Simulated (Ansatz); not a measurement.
Structure types of Ni compared at 320 GPa

Structure types of Ni are relaxed in primitive cells with their symmetry kept at 320 GPa, first on PAW files, then by LAPW. The enthalpy is E + pV at zero temperature, without zero-point motion. Only the types listed were tried, and differences under about 5 meV/atom are mesh noise.

Computed with Ansatz 0.2.0; functional PBE, scalar-relativistic. Settings: Fermi–Dirac smearing of 0.1 eV, spin-polarised from start moments Ni 1 μB. Methods: LAPW: all electrons, basis error target 0.5 meV/atom; PAW: frozen-core files, cutoff 420 eV.

k meshes: fcc 22×22×22, bcc 23×23×23, hcp 21×21×11, diamond 16×16×16, beta tin 21×21×21, simple hexagonal 21×21×20.

Other magnetic orders may lie lower.

**Question.** Order the types by LAPW enthalpy, lowest first.
A. hcp
B. simple hexagonal
C. diamond
D. beta tin
E. fcc
F. bcc

**Answer.** E (0 meV/atom), A (51 meV/atom), F (111 meV/atom), B (1193 meV/atom), D (1373 meV/atom), C (6201 meV/atom).

```
      start type                   ends as          a, b, c (Å)  V (Å³/atom)  H − H(lowest), LAPW (meV/atom)  same, PAW  moment (μB/atom)
             fcc                fcc, Fm-3m  2.985, 2.985, 2.985         6.65                             0.0        0.0              0.40
             bcc                bcc, Im-3m  2.369, 2.369, 2.369         6.65                           110.7      108.3              0.00
             hcp             hcp, P6_3/mmc  2.108, 2.108, 3.460         6.66                            51.1       50.6              0.45
         diamond            diamond, Fd-3m  4.048, 4.048, 4.048         8.29                          6200.9          –              0.55
        beta tin        beta tin, I4_1/amd  3.715, 3.715, 2.011         6.94                          1372.5     1366.1              0.00
simple hexagonal  simple hexagonal, P6/mmm  2.028, 2.028, 1.937         6.90                          1193.2     1186.8              0.00
```

**Question.** Split the lead of fcc over hcp into energy and pV.

**Answer.** For hcp less fcc: ΔE = +32.8 meV/atom, and p·ΔV = 320 GPa × +0.0092 Å³ × 6.242 meV/(GPa·Å³) = +18.3 meV/atom, together 51.1 meV/atom. fcc wins on both counts.
